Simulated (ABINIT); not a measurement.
# FeO (Pm-3m) in ABINIT: further runs

Runs on FeO. Level: LDA+U. Tasks: relaxation of cell and atoms, single point, phonons.

Program: ABINIT 10.8.3 (patched build). These are calculated values, not measurements. Logs are shortened: lines on timing, memory, paths and dates and some standing lists are left out, and cuts for length are marked. The log counts tension as positive stress, the text compression.

### Step 1. Starting point

The structure is cubic, space group Pm-3m (No. 221). The conventional cell has a = 2.612 Å, b = 2.612 Å, c = 2.612 Å, α = 90.00°, β = 90.00°, γ = 90.00°. Fe (site symmetry m-3m) is surrounded by 8 O at 2.26 Å. O (site symmetry m-3m) is surrounded by 8 Fe at 2.26 Å.

The cell comes from a database or a generator and needn't be the stable form of this composition.

### Step 2. Relaxation of cell and atoms, LDA+U, collinear spin, ferromagnetic start

Input file run.abi:

```
pp_dirpath "./"
pseudos "Fe.LDA_PW-JTH.xml, O.LDA_PW-JTH.xml"

acell 3*1.0
rprim
     4.9368521096     0.0000000000     0.0000000000
     0.0000000000     4.9368521096     0.0000000000
     0.0000000000     0.0000000000     4.9368521096
ntypat 2
znucl 26 8
natom 2
typat 1 2
chkprim 0
chksymtnons 0
tolsym 1.0e-6
xred
            0.0            0.0            0.0
            1/2            1/2            1/2

ecut 707.496042 eV
pawecutdg 48.0
ecutsm 0.5

kptopt 1
ngkpt 8 8 8
nshiftk 1
shiftk 0.0 0.0 0.0

ixc 7

nband 16
occopt 3
tsmear 0.05 eV

nsppol 2
spinat
     0.0000000000     0.0000000000     3.0000000000
     0.0000000000     0.0000000000     0.0000000000

usepawu 1
lpawu 2 -1
upawu 5.0 0.0 eV
jpawu 0.0 0.0 eV

nstep 80
tolvrs 1.0e-10

iomode 3
prteig 0
prtebands 0
prtwf 0
prtden 0

ionmov 2
optcell 2
ntime 50
tolmxf 2.0e-5
dilatmx 1.08
```

Potentials or basis: JTH PAW LDA v2.0.

The run is started by

```sh
> abinit run.abi > log 2>&1
```

run.abo:

```text
.Version 10.8.3 of ABINIT
 Symmetries : space group Pm -3 m (#221); Bravais cP (primitive cubic)
================================================================================
 Values of the parameters that define the memory need of the present run
     intxc =       0    ionmov =       2      iscf =      17    lmnmax =      18
     lnmax =       6     mgfft =      27  mpssoang =       3    mqgrid =    3001
     natom =       2  nloc_mem =       2    nspden =       2   nspinor =       1
    nsppol =       2      nsym =      48    n1xccc =       1    ntypat =       2
    occopt =       3   xclevel =       1
       mpw =         972          nfft =       19683          nkpt =          35
 PAW method is used; the additional fine FFT grid is defined by:
   mgfftf=        36    nfftf =     46656
================================================================================
================================================================================

--------------------------------------------------------------------------------
------------- Echo of variables that govern the present computation ------------
--------------------------------------------------------------------------------
 -outvars: echo values of preprocessed input variables --------
            acell      1.0000000000E+00  1.0000000000E+00  1.0000000000E+00 Bohr
              amu      5.58470000E+01  1.59994000E+01
          chkprim           0
      chksymtnons           0
          dilatmx      1.08000000E+00
             ecut      2.60000000E+01 Hartree
           ecutsm      5.00000000E-01 Hartree
           ionmov           2
              ixc           7
         kptrlatt        8    0    0      0    8    0      0    0    8
          kptrlen      3.94948169E+01
            lpawu           2      -1
            natom           2
            nband          16
            ngfft          27      27      27
          ngfftdg          36      36      36
             nkpt          35
           nspden           2
           nsppol           2
            nstep          80
             nsym          48
            ntime          50
           ntypat           2
           occopt           3
          optcell           2
        pawecutdg      4.80000000E+01 Hartree
           prtden           0
        prtebands           0
           prteig           0
            prtwf           0
            rprim      4.9368521096E+00  0.0000000000E+00  0.0000000000E+00
                       0.0000000000E+00  4.9368521096E+00  0.0000000000E+00
                       0.0000000000E+00  0.0000000000E+00  4.9368521096E+00
          spgroup         221
           spinat      0.0000000000E+00  0.0000000000E+00  3.0000000000E+00
                       0.0000000000E+00  0.0000000000E+00  0.0000000000E+00
           tolmxf      2.00000000E-05
           tolsym      1.00000000E-06
           tolvrs      1.00000000E-10
           tsmear      1.83746611E-03 Hartree
            typat      1  2
            upawu      1.83746611E-01  0.00000000E+00 Hartree
          usepawu           1
           useylm           1
           xangst      0.0000000000E+00  0.0000000000E+00  0.0000000000E+00
                       1.3062348141E+00  1.3062348141E+00  1.3062348141E+00
            xcart      0.0000000000E+00  0.0000000000E+00  0.0000000000E+00
                       2.4684260548E+00  2.4684260548E+00  2.4684260548E+00
             xred      0.0000000000E+00  0.0000000000E+00  0.0000000000E+00
                       5.0000000000E-01  5.0000000000E-01  5.0000000000E-01
            znucl       26.00000    8.00000

================================================================================

 chkinp: Checking input parameters for consistency.

================================================================================
== DATASET  1 ==================================================================

--- !DatasetInfo
[... 29 lines left out ...]
- pspini: atom type   1  psp file is ./Fe.LDA_PW-JTH.xml
 Pseudopotential format is: paw10
 basis_size (lnmax)=  6 (lmn_size= 18), orbitals=   0   0   1   1   2   2
 Spheres core radius: rc_sph= 2.11531574
 Shapefunction is SIN type: shapef(r)=[sin(pi*r/rshp)/(pi*r/rshp)]**2
 Radius for shape functions =  1.80687083
 Compensation charge density is not taken into account in XC energy/potential

- pspini: atom type   2  psp file is ./O.LDA_PW-JTH.xml
 Pseudopotential format is: paw10
 basis_size (lnmax)=  4 (lmn_size=  8), orbitals=   0   0   1   1
 Spheres core radius: rc_sph= 1.41465230
 Shapefunction is SIN type: shapef(r)=[sin(pi*r/rshp)/(pi*r/rshp)]**2
 Radius for shape functions =  1.20231231
 Compensation charge density is not taken into account in XC energy/potential

   7.69432566E+02                                ecore*ucvol(ha*bohr**3)
--------------------------------------------------------------------------------

 ******************************************
 DFT+U Method used: FLL
 ******************************************

================================================================================

=== [ionmov= 2] Broyden-Fletcher-Goldfarb-Shanno method (forces)
================================================================================

--- Iteration: ( 1/50) Internal Cycle: (1/1)
--------------------------------------------------------------------------------

---SELF-CONSISTENT-FIELD CONVERGENCE--------------------------------------------
[... 519 lines left out ...]
 Difference of energy with previous step (new-old):
           Absolute (Ha)=-5.23054E-08
           Relative     =-3.72090E-10

 At Broyd/MD step   4, gradients are converged :
  max grad (force/stress) = 6.0637E-06 < tolmxf= 2.0000E-05 ha/bohr (free atoms)

================================================================================

 ----iterations are completed or convergence reached----

 Mean square residual over all n,k,spin=   55.473E-15; max=  11.391E-13
 reduced coordinates (array xred) for    2 atoms
       0.000000000000      0.000000000000      0.000000000000
       0.500000000000      0.500000000000      0.500000000000
 rms dE/dt=  0.0000E+00; max dE/dt=  0.0000E+00; dE/dt below (all hartree)
    1       0.000000000000      0.000000000000      0.000000000000
    2       0.000000000000      0.000000000000      0.000000000000

 cartesian coordinates (angstrom) at end:
    1      0.00000000000000     0.00000000000000     0.00000000000000
    2      1.29489351327060     1.29489351327060     1.29489351327060

 cartesian forces (hartree/bohr) at end:
    1     -0.00000000000000    -0.00000000000000    -0.00000000000000
    2     -0.00000000000000    -0.00000000000000    -0.00000000000000
 frms,max,avg= 0.0000000E+00 0.0000000E+00   0.000E+00  0.000E+00  0.000E+00 h/b

 cartesian forces (eV/Angstrom) at end:
    1     -0.00000000000000    -0.00000000000000    -0.00000000000000
    2     -0.00000000000000    -0.00000000000000    -0.00000000000000
 frms,max,avg= 0.0000000E+00 0.0000000E+00   0.000E+00  0.000E+00  0.000E+00 e/A
 length scales=  4.893988204592  4.893988204592  4.893988204592 bohr
              =  2.589787026541  2.589787026541  2.589787026541 angstroms
 Fermi (or HOMO) energy (hartree) =   0.34700   Average Vxc (hartree)=  -0.48486
 Magnetization (Bohr magneton)=  4.00000000E+00
 Total spin up =  1.30000000E+01   Total spin down =  9.00000000E+00
 Eigenvalues (hartree) for nkpt=  35  k points, SPIN UP:
 kpt#   1, nband= 16, wtk=  0.00195, kpt=  0.0000  0.0000  0.0000 (reduced coord)
  -2.92990   -1.69293   -1.69293   -1.69293   -0.40761    0.09300    0.09300    0.16241
   0.16241    0.16241    0.23815    0.23815    0.23815    0.37608    0.87969    0.87969
      occupation numbers for kpt#   1
   1.00000    1.00000    1.00000    1.00000    1.00000    1.00000    1.00000    1.00000
   1.00000    1.00000    1.00000    1.00000    1.00000    0.00000    0.00000    0.00000
 prteigrs : prtvol=0 or 1, do not print more k-points.

 Eigenvalues (hartree) for nkpt=  35  k points, SPIN DOWN:
 kpt#   1, nband= 16, wtk=  0.00195, kpt=  0.0000  0.0000  0.0000 (reduced coord)
  -2.77825   -1.54550   -1.54550   -1.54550   -0.38889    0.25870    0.25870    0.25870
   0.26711    0.26711    0.41034    0.46375    0.46375    0.46375    0.94835    0.94835
      occupation numbers for kpt#   1
   1.00000    1.00000    1.00000    1.00000    1.00000    1.00000    1.00000    1.00000
   1.00000    1.00000    0.00000    0.00000    0.00000    0.00000    0.00000    0.00000
 prteigrs : prtvol=0 or 1, do not print more k-points.

--- !EnergyTerms
iteration_state     : {dtset: 1, itime: 4, icycle: 1, }
comment             : Components of total free energy in Hartree
kinetic             :  1.97300346653296E+01
hartree             :  2.69019796243739E+01
xc                  : -6.25929670365382E+00
Ewald energy        : -1.00374431770383E+02
psp_core            :  6.56420006427857E+00
local_psp           : -7.72002860392330E+01
PAW spherical_terms : -9.93399284207051E+00
internal            : -1.40571793001359E+02
'-kT*entropy'       : -2.00285534756255E-04
total_energy        : -1.40571993286893E+02
total_energy_eV     : -3.82515880469711E+03
...

--- !EnergyTermsDC
iteration_state     : {dtset: 1, itime: 4, icycle: 1, }
comment             : '"Double-counting" decomposition of free energy'
band_energy         : -1.40253177511784E+01
Ewald energy        : -1.00374431770383E+02
psp_core            :  6.56420006427857E+00
xc_dc               : -2.49639291396843E+01
PAW spherical_terms : -7.77231403610609E+00
internal            : -1.40571792633074E+02
'-kT*entropy'       : -2.00285534756255E-04
total_energy_dc     : -1.40571992918608E+02
total_energy_dc_eV  : -3.82515879467556E+03
...

--- !EnergyTermsWithPAWCore
iteration_state     : {dtset: 1, itime: 4, icycle: 1, }
comment             : 'Components of total free energy, including PAW core contributions'
Total energy        : -1.34524194849611E+03
Total energy DC     : -1.34524194812783E+03
Total energy (eV)   : -3.66058982548238E+04
Total energy DC (eV): -3.66058982448022E+04
...

 Cartesian components of stress tensor (hartree/bohr^3)
  sigma(1 1)=  6.06373705E-08  sigma(3 2)=  0.00000000E+00
  sigma(2 2)=  6.06373705E-08  sigma(3 1)=  0.00000000E+00
  sigma(3 3)=  6.06373706E-08  sigma(2 1)=  0.00000000E+00

-Cartesian components of stress tensor (GPa)         [Pressure= -1.7840E-03 GPa]
- sigma(1 1)=  1.78401303E-03  sigma(3 2)=  0.00000000E+00
- sigma(2 2)=  1.78401303E-03  sigma(3 1)=  0.00000000E+00
- sigma(3 3)=  1.78401303E-03  sigma(2 1)=  0.00000000E+00

== END DATASET(S) ==============================================================
================================================================================

 -outvars: echo values of variables after computation  --------
            acell      4.8939882046E+00  4.8939882046E+00  4.8939882046E+00 Bohr
           etotal     -1.4057199292E+02
            fcart     -0.0000000000E+00 -0.0000000000E+00 -0.0000000000E+00
                      -0.0000000000E+00 -0.0000000000E+00 -0.0000000000E+00
           strten      6.0637370507E-08  6.0637370534E-08  6.0637370562E-08
                       0.0000000000E+00  0.0000000000E+00  0.0000000000E+00
           xangst      0.0000000000E+00  0.0000000000E+00  0.0000000000E+00
                       1.2948935133E+00  1.2948935133E+00  1.2948935133E+00
             xred      0.0000000000E+00  0.0000000000E+00  0.0000000000E+00
                       5.0000000000E-01  5.0000000000E-01  5.0000000000E-01
 Calculation completed.
```

Wall time 2.3 min (1 thread of Arm Neoverse V1, shared host); peak memory 0.11 GiB.

What came out:

```yaml
Free_energy: -3825.1588 eV
Relaxed_volume: 8.68 Å³/atom
Relaxed_cell: a = 2.590 Å, b = 2.590 Å, c = 2.590 Å, α = 90.00°, β = 90.00°, γ = 90.00°
Space_group_after_relaxing_to_0.05_Å: Pm-3m (No. 221)
Energy_gained_by_relaxing: 4.4 meV/atom
Ionic_steps: 4
Pressure_after_relaxing: 0.0 GPa
Band_gap_on_the_k_mesh: none (metal or under the smearing width)
Net_moment: 4.00 μB per cell
Site_moments: Fe +3.65; O +0.26 μB
```

Step by step:
| step | energy change (eV) | largest force (eV/Å) | pressure (GPa) | volume (Å³) |
| --- | --- | --- | --- | --- |
| 1 | 0.0000 | 0.0000 | -5.91 | 17.83 |
| 2 | -0.0079 | 0.0000 | -1.89 | 17.51 |
| 3 | -0.0087 | 0.0000 | 0.08 | 17.36 |
| 4 | -0.0087 | 0.0000 | 0.00 | 17.37 |

Final structure:
```yaml
crystal:
  lattice:
    - [2.58979, 0.00000, 0.00000]
    - [0.00000, 2.58979, 0.00000]
    - [0.00000, 0.00000, 2.58979]
  atoms:
    - { symbol: Fe, position: [0.00000, 0.00000, 0.00000] }
    - { symbol: O, position: [0.50000, 0.50000, 0.50000] }
```

Caveat: a cell with one magnetic atom can't hold antiferromagnetic order, which such compounds often take.

(Continued in part 2 of 3.)
